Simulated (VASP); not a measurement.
**VASP inputs for SnSe2 (strained 1T (CdI2) bulk)**

INCAR

```
ENCUT = 520
PREC = Accurate
LASPH = .TRUE.
NELM = 120
EDIFF = 1E-7
LREAL = .FALSE.
LWAVE = .FALSE.
GGA = PE
NBANDS = 20
ISIF = 2
ISMEAR = -1
LCHARG = .FALSE.
SIGMA = 0.02
IBRION = -1
NSW = 0
```

KPOINTS

```
KPOINTS created by Atomic Simulation Environment
0
Gamma
12 12 4
0 0 0
```

KPOINTS_OPT

```
special points
8
Reciprocal
0.0000000000 0.0000000000 0.0000000000 1
0.5000000000 0.0000000000 0.0000000000 1
0.3333333333 0.3333333333 0.0000000000 1
0.0000000000 0.0000000000 0.5000000000 1
0.5000000000 0.0000000000 0.5000000000 1
0.3333333333 0.3333333333 0.5000000000 1
0.0000000000 0.1510420000 -0.1406250000 1
0.0000000000 0.4609370000 0.3489580000 1
```

POSCAR

```
Sn Se
 1.0000000000000000
     3.8251493298139603    0.0000000000000000    0.0000000000000000
    -1.9125746649069801    3.3126764928879098    0.0000000000000000
     0.0000000000000000    0.0000000000000000    6.2893498550000002
 Sn  Se
   1   2
Cartesian
 -0.0000000000000000  0.0000000000000000  0.0000000000000000
 -0.0000000000000000  2.2084509952586062  1.5777701929798078
  1.9125746649069795  1.1042254976293031  4.7115796620201928
```

VASP ran with the recommended PBE PAW datasets (26 valence electrons in the cell).

Estimate the main results of this run.

gap between bands v and c 0.65 eV; least direct gap 1.18 eV; pressure 2.8 GPa; largest force 0.27 eV/Å.

Band v is the last that the valence electrons fill when counted band by band, and c is the next. Levels in eV from the top of v:

```json
{"point": "Γ", "v−1": "-0.26", "v": "-0.16", "c": "1.03", "c+1": "3.09"}
{"point": "M", "v−1": "-1.19", "v": "-0.26", "c": "1.14", "c+1": "3.78"}
{"point": "K", "v−1": "-1.47", "v": "-1.47", "c": "1.30", "c+1": "6.30"}
{"point": "A", "v−1": "-0.12", "v": "-0.12", "c": "2.42", "c+1": "3.00"}
{"point": "L", "v−1": "-0.80", "v": "-0.61", "c": "0.73", "c+1": "4.19"}
{"point": "H", "v−1": "-0.42", "v": "-0.42", "c": "2.30", "c+1": "4.56"}
```
